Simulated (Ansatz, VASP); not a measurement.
Two plane-wave programs on W

File INCAR:

```
PREC = Accurate
ENCUT = 520
EDIFF = 1E-6
ISMEAR = -1
SIGMA = 0.05
LREAL = F
LASPH = T
NELM = 80
ALGO = Normal
ISIF = 2
LWAVE = F
LCHARG = F
GGA = VW
NBANDS = 13
```

The input KPOINTS:

```
Automatic mesh
0
Gamma
  12 12 12
```

POSCAR

```
W
1.0
   -1.6031677168      1.6031677168      1.6031677168
    1.6031677168     -1.6031677168      1.6031677168
    1.6031677168      1.6031677168     -1.6031677168
W
1
Direct
    0.0000000000      0.0000000000      0.0000000000
```

input.yaml

```yaml
crystal:
  lattice:
    - [-1.6031677168, 1.6031677168, 1.6031677168]
    - [1.6031677168, -1.6031677168, 1.6031677168]
    - [1.6031677168, 1.6031677168, -1.6031677168]
  atoms:
    - { symbol: W, position: [0.0, 0.0, 0.0] }
hamiltonian:
  xc: { exchange: slater, correlation: vwn5 }
  pseudopotentials: { kind: paw }
kpoints:
  mp_grid: { grid: [12, 12, 12] }
scf:
  occupations: { method: fermi_dirac, width: 0.05 }
output:
  forces: true
  stress: true
  eigenvalues: true
```

Alike in both runs: task single point; functional SVWN5; k mesh 12 × 12 × 12; occupations fermi-dirac, width 0.05 eV; no spin polarisation.

```csv
,VASP,Ansatz
version,VASP 6.6.1,Ansatz 0.2.0
potentials or method,"VASP PAW PBE potentials, release 64 (W_sv)",Ansatz PAW
plane-wave cutoff (eV),520,420
valence electrons in the cell,14,14
```

```tsv
	VASP	Ansatz	Ansatz less VASP
gap on the k mesh at the Fermi level (eV)	none	none	-
pressure (GPa)	-19.2	-19.7	-0.49
```

A gap of «none» marks a metal or a gap that the smearing closes.

Caveats: so large a pressure means that the cell lies far from this level's equilibrium, or that cutoff or potentials fall short (VASP); the potentials were made for another functional, which shifts forces and pressure (VASP); the PAW data sets come from PBE, with cores solved anew for the run's functional, which leaves a small shift of forces and pressure (Ansatz). Spin-orbit coupling is left out, which matters for the levels of W.
